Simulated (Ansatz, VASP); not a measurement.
## Two plane-wave programs on PbS (Galena)

INCAR

```
PREC = Accurate
ENCUT = 520
EDIFF = 1E-6
ISMEAR = 0
SIGMA = 0.01
LREAL = F
LASPH = T
NELM = 80
ALGO = Normal
ISIF = 2
LWAVE = F
LCHARG = F
GGA = PE
NBANDS = 17
```

File KPOINTS:

```
Automatic mesh
0
Gamma
  4 4 4
```

The input POSCAR:

```
PbS
1.0
    0.0000000000      2.9657500000      2.9657500000
    2.9657500000      0.0000000000      2.9657500000
    2.9657500000      2.9657500000      0.0000000000
Pb S
1 1
Direct
    0.0042221239     -0.0008431767     -0.0028080053
    0.5030492348      0.4829215285      0.5046000095
```

Input for Ansatz:

```yaml
crystal:
  lattice:
    - [0.0, 2.96575, 2.96575]
    - [2.96575, 0.0, 2.96575]
    - [2.96575, 2.96575, 0.0]
  atoms:
    - { symbol: Pb, position: [0.00422212385670156, -0.0008431766666339955, -0.0028080053017358335] }
    - { symbol: S, position: [0.5030492348274874, 0.4829215285061322, 0.5046000095159118] }
basis:
  ecutwfc: 550.0
kpoints:
  mp_grid:
    grid: [4, 4, 4]
hamiltonian:
  pseudopotentials:
    kind: paw
scf:
  occupations:
    method: fixed
output:
  forces: true
```

Alike in both runs: task single point; functional PBE; k mesh 4 × 4 × 4; no spin polarisation.

```csv
,VASP,Ansatz
version,VASP 6.6.1,Ansatz 0.2.0
potentials or method,"VASP PAW PBE potentials, release 64 (Pb_d, S)","plane waves, PAW"
plane-wave cutoff (eV),520,550
occupations,"gaussian, width 0.01 eV",fixed
valence electrons in the cell,20,20
```

|  | VASP | Ansatz | Ansatz less VASP |
| --- | --- | --- | --- |
| rms of the force components (eV/Å) | 0.016 | 0.017 | +0.0008 |

Atom by atom the forces differ by 0.001 eV/Å (rms over components).

Caveats: the k mesh is coarse (spacing up to 0.46 Å⁻¹), so the values aren't converged.
